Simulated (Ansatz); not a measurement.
## Debugging a many-body input for NaCl (Halite)

What is wrong with this input for NaCl (Halite)?

Method: G0W0 on PBE, plane waves, PAW, in Ansatz 0.2.0.

### Step 1. Set-up

Symmetry: Fm-3m, No. 225, cubic system. The conventional cell has a = 5.640 Å, b = 5.640 Å, c = 5.640 Å, α = 90.00°, β = 90.00°, γ = 90.00°. Nearest to Na lie 6 Cl at 2.82 Å. Nearest to Cl lie 6 Na at 2.82 Å. Farther neighbours and most contacts between anions are not listed.

The cell and positions come from the Crystallography Open Database and are kept as given unless a step says otherwise. The default PAW set here is soft_2. Its files were made with PBE.

### Step 2. First try

input.yaml

```yaml
crystal:
  lattice:
    - [0.0, 2.82005, 2.82005]
    - [2.82005, 0.0, 2.82005]
    - [2.82005, 2.82005, 0.0]
  atoms:
    - { symbol: Na, position: [0.0, 0.0, 0.0] }
    - { symbol: Cl, position: [0.5, 0.5, 0.5] }
kpoints:
  mp_grid: { grid: [4, 4, 4] }
hamiltonian:
  xc: pbe
scf:
  occupations: { method: fixed }
gw:
  n_empty_bands: 47
  ecut_chi: 60
  qp_bands: [v2, c2]
  qp_kpoints: band_edges
  screening: { model: contour_deformation }
  ecuteps: 200
```

Command:

```bash
$ ansatz run input.yaml --threads 3 --pin off --max-ram 92160MiB --backend cpu --events-out ev --progress --plain --runs-dir out
```

Numbers of over 12 decimals in the logs are rounded to 6 here.

The log of the run:

```text
Error: YAML parse error: error: line 21 column 3: unknown field `ecuteps`, expected one of n_empty_bands, n_guard_bands, ecut_chi, ecutfock_ratio, q_mesh, qp_bands, qp_kpoints, plasmon_pole_fit_frequency, screening, pair_densities, static_remainder, bse
  --> <input>:21:3
   |
19 |   qp_kpoints: band_edges
20 |   screening: { model: contour_deformation }
21 |   ecuteps: 200
   |   ^ unknown field `ecuteps`, expected one of n_empty_bands, n_guard_bands, ecut_chi, ecutfock_ratio, q_mesh, qp_bands, qp_kpoints, plasmon_pole_fit_frequency, screening, pair_densities, static_remainder, bse
```

Wall time 0.04 s (3 threads of AMD EPYC 7R13 (Zen 3), shared host); peak memory 0.028 GiB.

Q: What is the fault?

The program refused the input before any cycle.

The program's message: “Error: YAML parse error: error: line 21 column 3: unknown field `ecuteps`, expected one of n_empty_bands, n_guard_bands, ecut_chi, ecutfock_ratio, q_mesh, qp_bands, qp_kpoints, plasmon_pole_fit_freque …”

The fault: a keyword of another program. The key belongs to another code's input; here the screening cutoff is gw.ecut_chi and the count of bands gw.n_empty_bands.

### Step 3. A better input

Now the one-shot GW correction: screening in the RPA, then the self-energy of the levels asked for.

Edit input.yaml of step 2 so:

```diff
@@ -9,3 +9,3 @@
 kpoints:
-  mp_grid: { grid: [4, 4, 4] }
+  mp_grid: { grid: [6, 6, 6] }
 hamiltonian:
@@ -20,2 +20 @@
   screening: { model: contour_deformation }
-  ecuteps: 200
```

Command:

```bash
$ ansatz run input.yaml --threads 3 --pin off --max-ram 92160MiB --backend cuda --events-out ev --progress --plain --runs-dir out --devices 1 --max-vram 13GiB
```

The log of the run:

```text
GPUs: using 1 of 1 available (devices: 1).
[...]
device memory: the entry about to start is reckoned to put 0.4 GiB on a device that reports 54.5 GiB free (of which the cap on the GPU budget leaves the run 13.0 GiB)
GPU FFT provider: cuFFT
GPU libraries: cuBLAS 13.8.2, cuFFT 12.4.0, cuSOLVER 12.3.4
Crystal: 2 atoms, lattice volume = 44.854 Å³
Basis set: ecut = 420 eV, 893 PW (Γ)
Bands: 12, of which v1, the nominal top of the filled ones, is band 8 counted from 1 (7 counted from 0)
Symmetry: 48 space group operations
[...]
k-points: 16 of 216
[...]
GPU buffer pool allocated for 19683 grid points (all kernels)
GPU transforms: local potential and band sums: pruned to the plane-wave sphere, on 25×27×27
[...]
SCF iter   1: F=—  HF=-2569.552052 eV  |F-HF|=—  |Δ(HF+E_count)|=         —  Δρ=9.47e-4  dr2=5.57e-4  ethr=1.77e-3  ⟨swp⟩=4.9  Hψ=979  notcnv=0  defer=24
[...]
0     7      1.1046   -21.1212     2.7636   -16.7875  0.8064    -0.4931    -0.4654  root
     0     8      1.1046   -21.1212     2.7636   -16.7875  0.8064    -0.4931    -0.4654  root
     0     9      6.2117    -5.2537    -3.0397    -9.2169  0.8616     7.1413     7.1352  root
     0    10     12.1378    -3.6858    -3.3651    -8.4594  0.8469    13.5672    13.5463  root
     1     7      1.0358   -21.0260     2.7765   -16.6622  0.8059    -0.5801    -0.5514  root
     1     8      1.0358   -21.0260     2.7765   -16.6622  0.8059    -0.5801    -0.5514  root
     1     9      7.0239    -5.8650    -3.0561    -9.9359  0.8563     8.0466     8.0387  root
     1    10     11.3796    -3.7310    -3.3167    -8.2883  0.8467    12.6363    12.6202  root
[...]
13     7      0.3627   -20.2042     2.8717   -15.5885  0.8027    -1.4200    -1.3814  root
    13     8      0.6826   -20.5805     2.8305   -16.0803  0.8040    -1.0207    -0.9871  root
    13     9      9.4595    -5.8757    -3.2958   -10.4636  0.8462    10.7677    10.7516  root
    13    10     10.2616    -4.0074    -3.1750    -8.3231  0.8498    11.4146    11.4023  root
[key lines of the parts left out:]
SCF converged after 8 iterations
Free energy (F): -2569.551913 eV
Fermi energy:    1.104588 eV
```

Run time: 13 s. Hardware: 1 × NVIDIA H100 80GB HBM3 (shared by 6 runs) with 3 threads; peak memory 0.99 GiB; 11 s of CPU time.

The column dr2 measures how far the density is from self-consistency, as an energy; F and HF (Harris–Foulkes) agree once it is small.

This step gave:

```yaml
bands_summed: 55
rpa_eps_infinity_on_this_mesh_eigenvalues: 2.337, 2.337, 2.337
plane_waves_in_the_screening_matrix: 59
q_points_in_the_mesh: 216
g0w0_gap_on_the_mesh: 7.601 eV
k_of_the_valence_top: 0, 0, 0
k_of_the_conduction_bottom: 0, 0, 0
starting_gap_on_the_mesh: 5.107 eV
z_at_the_valence_top: 0.8064
z_at_the_conduction_bottom: 0.8616
least_direct_g0w0_gap_on_the_computed_points: 7.601 eV
```

The gap on the mesh goes from 5.11 eV to 7.60 eV, a correction of +2.49 eV. Between the two edge states, bare exchange in place of the xc potential would open the gap by 8.30 eV, and correlation takes back 5.80 eV.

### Step 4. Summary of results

```yaml
first_try: refused after 0.04 s
better_run: G0W0 gap on the mesh 7.60 eV (6×6×6 mesh, 47 empty bands, screening to 60 eV)
```

The second run differs in: mesh and ecuteps. Bands and cutoff are finite, so the gap is not at the basis limit. The miss can reach some tenths of an eV and take either sign; the mesh is an error of its own.

[Paths, hosts, dates, memory and timing lines, banners, echoed tables and standing remarks are left out of the program output.]

[Logs are printed without paths, hosts, clocks, repeated set-up lines and the standing remarks that a program may print on its own settings, such as how far it seeks lower states.]

[Runs of the session that timed out or met a known fault of the program may be left out.]

[Cells called generated may have been cut or substituted from an entry of the Crystallography Open Database or the Materials Project.]

[Hosts, paths, dates, database ids (printed as entryN), source tags and the programs' standing remarks are cut or masked in the printed files.]
